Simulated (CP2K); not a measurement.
# MgO under changes of volume

One of the cells (9.221 Å³/atom); the others are scaled copies at fixed shape and fractional positions:

```
CELL_PARAMETERS angstrom
2.96561 0.00000 0.00000
1.48280 2.56829 0.00000
1.48280 0.85610 2.42141
ATOMIC_POSITIONS crystal
Mg 0.00000 0.00000 0.00000
O 0.50000 0.50000 0.50000
```

The cell is a database's computed one.

```yaml
Program: CP2K 2026.2
Functional: LDA
Potentials_or_basis: GTH_POTENTIALS Mg GTH-PADE-q10, O GTH-PADE-q6; TZVP-MOLOPT-PBE-GTH basis
Density_cutoff: 19048 eV
k_mesh: 11 × 11 × 11
Occupations: fermi-dirac, width 0.05 eV
Spin: no spin polarisation
```

```csv
volume (Å³/atom),energy over the lowest point (meV/atom),pressure (GPa),gap on the mesh (eV)
8.668,20.86,12.4,5.36
8.853,9.19,8.0,5.14
9.037,2.41,3.9,4.93
9.221,0.00,0.3,4.73
9.406,?,?,?
9.590,6.78,-5.9,4.35
9.775,15.17,-8.6,4.17
```

Q: What does the run at 9.406 Å³/atom give?

A: Energy over the lowest point 1.59 meV/atom; pressure -3.0 GPa; gap on the mesh 4.53 eV.

Worked out: A Birch-Murnaghan fit of order 3 (a polynomial in V^(-2/3)) to the other rows has its minimum at 9.24 Å³/atom with B0 = V·E''(V) = 171 GPa and B' = 4.1. It gives 1.61 meV/atom at 9.406 Å³/atom, against the run's 1.59, and -dE/dV = -3.0 GPa, against -3.0. A straight line through the other rows of the gap, of slope -9.88 eV per unit of ln V (its deformation potential), gives 4.54 eV, against the run's 4.53.

Energies are extrapolated to zero smearing.

Caveats: the basis of atomic orbitals isn't converged, which shifts pressures, moduli and gaps.
